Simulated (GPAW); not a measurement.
# PbSe (Clausthalite) (Fm-3m) in GPAW: further runs

One crystal, PbSe (Clausthalite), is run at these levels: PBE, PBEsol, TB-mBJ; tasks: band structure, equation of state, single point.

All numbers are computed with GPAW 26.7.0; they aren't measurements. Logs are shortened: lines on timing, memory, paths and dates and some standing lists are left out, and cuts for length are marked. The log counts tension as positive stress, the text compression.

**Experimental background.**

A printed reference work, monograph reports, for a bulk crystal of PbSe at 4.2 K: band gap 0.15 eV (direct).

The runs below are set against these values where they give the same quantity.

## Step 1: Starting point

The structure is cubic, space group Fm-3m (No. 225). The conventional cell has a = 6.121 Å, b = 6.121 Å, c = 6.121 Å, α = 90.00°, β = 90.00°, γ = 90.00°. Pb (site symmetry m-3m) is surrounded by 6 Se at 3.06 Å. Around Se (site symmetry m-3m) lie 6 Pb at 3.06 Å.

## Step 2: Band structure, PBE

The input, run.py:

```python
from ase.dft.bandgap import bandgap
from ase.io import read, write
from ase.units import GPa
from gpaw import GPAW, PW, setup_paths

setup_paths.insert(0, '.')

atoms = read('POSCAR')

calc = GPAW(mode=PW(600),
            xc='PBE',
            kpts={'size': (6, 6, 6), 'gamma': True},
            occupations={'name': 'fermi-dirac', 'width': 0.05},
            setups={'Pb': 'jth', 'Se': 'jth'},
            nbands=-9,
            convergence={'density': 1e-05, 'energy': 1e-05},
            maxiter=150,
            txt='gpaw.txt')
atoms.calc = calc
energy = atoms.get_potential_energy()
forces = atoms.get_forces()
stress = atoms.get_stress()
calc.write('gs.gpw')
write('result.traj', atoms)
print(f'Energy: {energy:.6f} eV')
print('Forces (eV/A):')
print(forces.round(4))
print('Stress (GPa):', (stress / GPa).round(3))
print('Fermi level:', round(calc.get_fermi_level(), 4), 'eV')
print(f'Gap: {bandgap(calc)[0]:.4f} eV, direct: {bandgap(calc, direct=True)[0]:.4f} eV')

path = atoms.cell.bandpath('GXWKGLUWLK,UX', npoints=60, eps=1e-4)
bs_calc = calc.fixed_density(kpts=path, symmetry='off', nbands=-20,
                             convergence={'bands': 'CBM+6.0', 'eigenstates': 1e-6}, txt='bands.txt')
bs = bs_calc.band_structure()
bs.write('bs.json')
print(f'Gap on the path: {bandgap(bs_calc)[0]:.4f} eV')
```

The input, POSCAR:

```
PbSe
1.0
    0.0000000000      3.0606500000      3.0606500000
    3.0606500000      0.0000000000      3.0606500000
    3.0606500000      3.0606500000      0.0000000000
Pb Se
1 1
Direct
    0.0000000000      0.0000000000      0.0000000000
    0.5000000000      0.5000000000      0.5000000000
```

Potentials or basis: JTH PAW 2.0, PBE, pw.

The run is started by

```
OMP_NUM_THREADS=1 python run.py
```

gpaw.txt:

```text
__  _  _
 | _ |_)|_||  |
 |__||  | ||/\| - 26.7.0

Input parameters:
  mode=PW(ecut=600.0),
  convergence={'density': 1e-05, 'energy': 1e-05},
  kpts=MonkhorstPack(size=(6, 6, 6), gamma=True),
  maxiter=150,
  nbands=-9,
  occupations=Occupations(name='fermi-dirac', width=0.05),
  setups={'Pb': 'jth', 'Se': 'jth'},
  xc=XC(name='PBE')

Diagonalizing LCAO Hamiltonian
Converting LCAO to pw mode

                Se

       Pb

Atoms  # Å, Bohr magnetons
|   | symbol |        x |        y |        z |    initial magnetic moments |
|---|--------|----------|----------|----------|-----------------------------|
| 0 |     Pb | 0.000000 | 0.000000 | 0.000000 | ( 0.0000,  0.0000,  0.0000) |
| 1 |     Se | 3.060650 | 3.060650 | 3.060650 | ( 0.0000,  0.0000,  0.0000) |

Unit cell  # Å
| periodic |        x |        y |        z |  lengths |    angles |
|----------|----------|----------|----------|----------|-----------|
|      yes | 0.000000 | 3.060650 | 3.060650 | 4.328413 | 60.000000 |
|      yes | 3.060650 | 0.000000 | 3.060650 | 4.328413 | 60.000000 |
|      yes | 3.060650 | 3.060650 | 0.000000 | 4.328413 | 60.000000 |

Number of symmetries: 48
Symmetry operations  # r_c * U_cc + t_c -> r_c
|    | kind |            matrix            |
|----|------|------------------------------|
|  0 |  σ   |  1, 0, 0,  1, 0,-1,  1,-1, 0 |
|  1 |  C2  |  1, 0, 0,  1,-1, 0,  1, 0,-1 |
|  2 |  E   |  1, 0, 0,  0, 1, 0,  0, 0, 1 |
|  3 |  σ   |  1, 0, 0,  0, 0, 1,  0, 1, 0 |
|  4 |  C4  |  1, 0,-1,  1, 0, 0,  1,-1, 0 |
|  5 |  S6  |  1, 0,-1,  1,-1, 0,  1, 0, 0 |
|  6 |  σ   |  1, 0,-1,  0, 1,-1,  0, 0,-1 |
|  7 |  C3  |  1, 0,-1,  0, 0,-1,  0, 1,-1 |
|  8 |  S6  |  1,-1, 0,  1, 0, 0,  1, 0,-1 |
|  9 |  C4  |  1,-1, 0,  1, 0,-1,  1, 0, 0 |
| 10 |  C3  |  1,-1, 0,  0,-1, 1,  0,-1, 0 |
| 11 |  σ   |  1,-1, 0,  0,-1, 0,  0,-1, 1 |
| 12 |  σ   |  0, 1, 0,  1, 0, 0,  0, 0, 1 |
| 13 |  C4  |  0, 1, 0,  0, 1,-1, -1, 1, 0 |
| 14 |  C3  |  0, 1, 0,  0, 0, 1,  1, 0, 0 |
| 15 |  S6  |  0, 1, 0, -1, 1, 0,  0, 1,-1 |
| 16 |  C2  |  0, 1,-1,  1, 0,-1,  0, 0,-1 |
| 17 |  σ   |  0, 1,-1,  0, 1, 0, -1, 1, 0 |
| 18 |  S4  |  0, 1,-1,  0, 0,-1,  1, 0,-1 |
| 19 |  C4  |  0, 1,-1, -1, 1, 0,  0, 1, 0 |
| 20 |  C3  |  0, 0, 1,  1, 0, 0,  0, 1, 0 |
| 21 |  σ   |  0, 0, 1,  0, 1, 0,  1, 0, 0 |
| 22 |  S6  |  0, 0, 1,  0,-1, 1, -1, 0, 1 |
| 23 |  C4  |  0, 0, 1, -1, 0, 1,  0,-1, 1 |
| 24 |  S4  |  0, 0,-1,  1, 0,-1,  0, 1,-1 |
| 25 |  C3  |  0, 0,-1,  0, 1,-1,  1, 0,-1 |
| 26 |  C2  |  0, 0,-1,  0,-1, 0, -1, 0, 0 |
| 27 |  S6  |  0, 0,-1, -1, 0, 0,  0,-1, 0 |
| 28 |  S4  |  0,-1, 1,  1,-1, 0,  0,-1, 0 |
| 29 |  C4  |  0,-1, 1,  0, 0, 1, -1, 0, 1 |
| 30 |  C2  |  0,-1, 1,  0,-1, 0,  1,-1, 0 |
| 31 |  σ   |  0,-1, 1, -1, 0, 1,  0, 0, 1 |
| 32 |  C3  |  0,-1, 0,  1,-1, 0,  0,-1, 1 |
| 33 |  S6  |  0,-1, 0,  0, 0,-1, -1, 0, 0 |
| 34 |  S4  |  0,-1, 0,  0,-1, 1,  1,-1, 0 |
| 35 |  C2  |  0,-1, 0, -1, 0, 0,  0, 0,-1 |
| 36 |  C2  | -1, 1, 0,  0, 1, 0,  0, 1,-1 |
| 37 |  S6  | -1, 1, 0,  0, 1,-1,  0, 1, 0 |
| 38 |  S4  | -1, 1, 0, -1, 0, 1, -1, 0, 0 |
| 39 |  C3  | -1, 1, 0, -1, 0, 0, -1, 0, 1 |
| 40 |  S6  | -1, 0, 1,  0, 0, 1,  0,-1, 1 |
| 41 |  C2  | -1, 0, 1,  0,-1, 1,  0, 0, 1 |
| 42 |  C3  | -1, 0, 1, -1, 1, 0, -1, 0, 0 |
| 43 |  S4  | -1, 0, 1, -1, 0, 0, -1, 1, 0 |
| 44 |  C2  | -1, 0, 0,  0, 0,-1,  0,-1, 0 |
| 45 |  i   | -1, 0, 0,  0,-1, 0,  0, 0,-1 |
| 46 |  σ   | -1, 0, 0, -1, 1, 0, -1, 0, 1 |
| 47 |  C2  | -1, 0, 0, -1, 0, 1, -1, 1, 0 |

BZ-sampling:
  Number of BZ points: 216
  Number of IBZ points: 16

  Monkhorst-Pack size: [6, 6, 6]
  Monkhorst-Pack shift: [0.08333333333333333, 0.08333333333333333, 0.08333333333333333]

K-points  # in reciprocal-cell coordinates
|     |                                coordinates |     weight |
|-----|--------------------------------------------|------------|
|   0 | (  0.00000000,   0.00000000,   0.00000000) | 0.00462963 |
|   1 | (  0.16666667,   0.16666667,   0.00000000) | 0.02777778 |
|   2 | (  0.16666667,   0.16666667,   0.16666667) | 0.03703704 |
|   3 | (  0.33333333,   0.16666667,   0.16666667) | 0.05555556 |
|   4 | (  0.33333333,   0.33333333,  -0.33333333) | 0.05555556 |
|   5 | (  0.33333333,   0.33333333,   0.00000000) | 0.02777778 |
|   6 | (  0.33333333,   0.33333333,   0.16666667) | 0.11111111 |
|   7 | (  0.33333333,   0.33333333,   0.33333333) | 0.03703704 |
|   8 | (  0.50000000,   0.33333333,  -0.33333333) | 0.11111111 |
|   9 | (  0.50000000,   0.33333333,  -0.16666667) | 0.05555556 |
| ... |                                            |            |
|  15 | (  0.50000000,   0.50000000,   0.50000000) | 0.01851852 |

Plane wave coefficients: 1936
Cutoff: 600.0 eV

Spin-components: 1 (collinear spins)
Bands:           19
Projectors:      10
Spin-degeneracy: 2
Datatype:        complex128

Parallelization:
  kpt:    1
  domain: 1
  band:   1

Density:
  Valence electrons: 20.0
  Components: 1
  Grid points: [25 25 25]
  Charge: 0.0  # |e|

Potential:
  Grid points: [25 25 25]

species:
  Pb:
    name:    Lead
    Z:       82.0
    valence: 14
    core:    68
    charge:  0.0  # [|e|]
    compensation charges:
      type: bessel
      rc: 1.06  # [Å]
      lmax: 2
    cutoffs:
      filter: 1.27  # [Å]
      core: 2.46  # [Å]
    projectors
    | kind |    occ | energy [eV] | rcut [Å] |
    |------|--------|-------------|----------|
    |   6s |  2.000 |     -12.040 |    1.063 |
    |    s |        |      40.817 |    1.006 |
    |   6p |  2.000 |      -3.498 |    1.171 |
    |    p |        |      61.226 |    1.171 |
    |   5d | 10.000 |     -21.177 |    1.271 |
    |    d |        |      25.851 |    1.271 |

    Using partial waves for Pb as LCAO basis

  Se:
    name:    Selenium
    Z:       34.0
    valence: 6
    core:    28
    charge:  0.0  # [|e|]
    compensation charges:
      type: bessel
      rc: 1.06  # [Å]
      lmax: 2
    cutoffs:
      filter: 1.17  # [Å]
      core: 2.70  # [Å]
    projectors
    | kind |    occ | energy [eV] | rcut [Å] |
    |------|--------|-------------|----------|
    |   4s |  2.000 |     -17.287 |    1.170 |
    |    s |        |      20.409 |    1.170 |
    |   4p |  4.000 |      -6.511 |    1.008 |
    |    p |        |      40.817 |    1.008 |

    Using partial waves for Se as LCAO basis

Reference energy: -634348.333398  # eV

eigensolver:
  PPCG
  Converge bands: occupied
  niter=2

density mixing:
  MSR1-Mixer
  Pratt-step length: 0.05
  Maximum mixing coefficient: 0.75
  Old densities: 10
  SVD Regularization: 0.005
  Good broyden scale: 1.0
  Trust region scale: 1.0
  Backstep threshold: 4.0
  History deletion threshold: 6.0
  Fourier metric: weight=20.0, sigma=0.015

occupation numbers:
  Fermi-Dirac:
    width: 0.0500  # eV

poisson solver:
  ecut: 4800.0  # eV

xc functional:
  name: PBE with 2 nearest neighbor stencil

convergence criteria:
- Maximum integral of absolute [dens]ity change: 1e-05 electrons / valence electron
- Maximum [total energy] change in last 3 cyles: 1e-05 eV / valence electron
- Maximum integral of absolute [eigenst]ate change: 4e-08 eV^2 / valence electron
maximum number of iterations: 150

SCF iterations
|iter     | |      energy | eigst |  dens |
|---------|-|-------------|-------|-------|
|iter:   1| |   -7.991471 | -0.61 |       |
|iter:   2| |   -7.942981 | -2.41 | -1.26 |
|iter:   3| |   -7.776515 | -1.74 | -1.30 |
|iter:   4| |   -7.777574 | -3.55 | -1.94 |
|iter:   5| |   -7.778056 | -3.68 | -2.29 |
|iter:   6| |   -7.778079 | -5.38 | -3.17 |
|iter:   7| |   -7.778083c| -6.66 | -3.72 |
|iter:   8| |   -7.778083c| -7.62c| -4.82 |
|iter:   9| |   -7.778083c| -7.89c| -5.22c|

Converged in 9 steps
Energy contributions relative to reference atoms: (reference = -634348.333398)

Energy contributions:
  Kinetic:          17.545800
  Coulomb:         -17.207086
  Zero:             -0.016586
  External:          0.000000
  Xc:               -8.099841
  Entropy:          -0.000739
  Spinorbit:         0.000000
  ----------------------------
  Free energy:      -7.778453
  Extrapolated:     -7.778083

dipole moment: (-22.873906, -22.873906, -22.873906)  # |e|*Ang

Fermi level: 5.118
Eigenvalues  # (at kpt = [0.000, 0.000, 0.000])
| band index |      eig [eV] | occ [0-2] |
|------------|---------------|-----------|
|          0 |       -11.867 |     2.000 |
|        ... |               |           |
|          2 |       -11.863 |     2.000 |
|          3 |       -11.863 |     2.000 |
|          4 |       -11.863 |     2.000 |
|          5 |        -8.631 |     2.000 |
|          6 |        -1.344 |     2.000 |
|          7 |         3.085 |     2.000 |
[... 9 lines left out ...]
|         17 |        13.372 |     0.000 |
|         18 |        14.030 |     0.000 |

Gap: 0.294 eV
Transition (v -> c):
  (s=0, k=15, n=9, [0.50, 0.50, 0.50]) -> (s=0, k=15, n=10, [0.50, 0.50, 0.50])
No difference between direct/indirect transitions

Forces  # eV/Ang
|       x |        y |        z |
|---------|----------|----------|
| 0.00000 | -0.00000 | -0.00000 |  # Pb   0
| 0.00000 | -0.00000 |  0.00000 |  # Se   1

Stress tensor  # eV/Ang^3
|         x |         y |         z |
|-----------|-----------|-----------|
| -0.019683 |  0.000000 |  0.000000 |
|  0.000000 | -0.019683 | -0.000000 |
|  0.000000 | -0.000000 | -0.019683 |

# Writing to gs.gpw (mode='')
```

Run time: 22 s. Hardware: 1 thread of AMD EPYC 9R14 (Zen 4), shared host; peak memory 0.26 GiB.

What came out:

- Free energy: -7.7785 eV
- Pressure: 3.2 GPa
- Band gap on the k mesh: 0.29 eV, direct
- Band gap along the path: 0.29 eV, direct

Levels at the corners of the path, in eV from the valence-band top:
| point | band 8 | band 9 | band 10 | band 11 | band 12 | band 13 |
| --- | --- | --- | --- | --- | --- | --- |
| Γ | -1.89 | -1.89 | -1.89 | 4.72 | 4.72 | 4.72 |
| X | -4.98 | -3.24 | -3.24 | 3.74 | 5.61 | 5.61 |
| W | -4.23 | -4.23 | -0.80 | 1.88 | 4.96 | 4.96 |
| K | -4.58 | -2.73 | -2.40 | 3.39 | 4.01 | 5.44 |
| Γ | -1.89 | -1.89 | -1.89 | 4.72 | 4.72 | 4.72 |
| L | -1.47 | -1.47 | 0.00 | 0.29 | 1.68 | 1.68 |
| U | -4.58 | -2.73 | -2.40 | 3.39 | 4.01 | 5.44 |
| W | -4.23 | -4.23 | -0.80 | 1.88 | 4.96 | 4.96 |
| L | -1.47 | -1.47 | 0.00 | 0.29 | 1.68 | 1.68 |
| K | -4.58 | -2.73 | -2.40 | 3.39 | 4.01 | 5.44 |
| U | -4.58 | -2.73 | -2.40 | 3.39 | 4.01 | 5.44 |
| X | -4.98 | -3.24 | -3.24 | 3.74 | 5.61 | 5.61 |

Caveat: the program truncates these outside data sets; spin-orbit coupling is left out, which as a rule narrows the gap of such compounds by several tenths of an eV.

(Continued in part 2 of 2.)
